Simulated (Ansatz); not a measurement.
An input for Ansatz 0.2.0 (Ta2N):

input.yaml

```yaml
crystal:
  lattice:
    - [3.0493158896, 0.0, 0.0]
    - [-1.5246579448, 2.6407850245, 0.0]
    - [0.0, 0.0, 4.7704285953]
  atoms:
    - { symbol: Ta, position: [0.3333333333, 0.6666666667, 0.254711], spin: 0.5 }
    - { symbol: Ta, position: [0.6666666667, 0.3333333333, 0.745289], spin: -0.5 }
    - { symbol: "N", position: [0.0, 0.0, 0.0] }
hamiltonian:
  xc: pbe
  pseudopotentials: { kind: paw }
  dispersion: rvv10
  hubbard:
    sites: [{ species: Ta, l: d, u_eff: 1.0 }]
    projectors: all-electron-ortho-atomic
    double_counting: amf
magnetization:
  spin_polarized: true
kpoints:
  mp_grid: { grid: [10, 10, 6] }
scf:
  occupations: { method: fermi_dirac, width: 0.15 }
output:
  forces: true
  stress: true
  eigenvalues: true
```

Potentials or basis: Ansatz PAW.

The run is started by

```console
$ ansatz run input.yaml --threads 2 --pin off --max-ram 5120MiB --backend cpu --events-out ev --progress --plain --runs-dir out
```

Q: Does this run start?

A: The run stopped without a result. It printed:

Output:

```text
Error: inconsistent input (hamiltonian.dispersion, hamiltonian.xc): `dispersion: rvv10` has no transferable b for PBE exchange — Sabatini et al. (2013) fitted b=6.3 to rPW86, and the PBE refits of Peng & Perdew (2017) are task-dependent (b=6.6 S22 / b=10.0 layered). Use `xc: {exchange: rpw86, correlation: pbe}` for the original rVV10 or `xc: r2scan` for the r²SCAN+rVV10 pairing
```
